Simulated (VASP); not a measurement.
# Sr: single point with PBE

The system is Sr.

```
Sr
1.0
     0.04564    3.06517    3.06517
     3.06517    0.04564    3.06517
     3.06517    3.06517    0.04564
Sr
1
Direct
  0.00000 0.00000 0.00000
```

The cell isn't the ideal one: equal xy, yz and zx shear strains of +1.5 %.

```
Program             : VASP 6.6.1
Task                : single point
Functional          : PBE
Potentials or basis : VASP PAW PBE potentials, release 64 (Sr_sv)
Cutoff              : 520 eV
k mesh              : 10 × 10 × 10
Occupations         : fermi-dirac, width 0.08 eV
Spin                : no spin polarisation
```

The pressure is -0.3 GPa and the band gap on the k mesh is none (metal or under the smearing width).

Stress tensor (GPa, compression positive):
```
-0.26 -0.15 -0.15
-0.15 -0.26 -0.15
-0.15 -0.15 -0.26
```

Levels at points of the mesh, in eV from the Fermi level:
| k point | band 3 | band 4 | band 5 | band 6 | band 7 | band 8 |
| --- | --- | --- | --- | --- | --- | --- |
| (0.00, 0.00, 0.00) | -18.55 | -18.55 | -3.60 | 2.21 | 2.38 | 2.38 |
| (0.50, 0.00, 0.00) | -18.58 | -18.58 | -1.08 | 0.07 | 2.07 | 2.25 |
| (0.50, 0.50, 0.00) | -18.62 | -18.62 | -0.61 | 0.37 | 1.01 | 4.76 |
| (0.50, 0.50, 0.50) | -18.57 | -18.57 | -1.17 | -0.04 | 2.21 | 2.21 |

Run time: 60 s on 1 thread of Intel(R) Xeon(R) Platinum 8375C CPU @ 2.90GHz (Ice Lake) (shared host), peak memory 0.21 GiB.
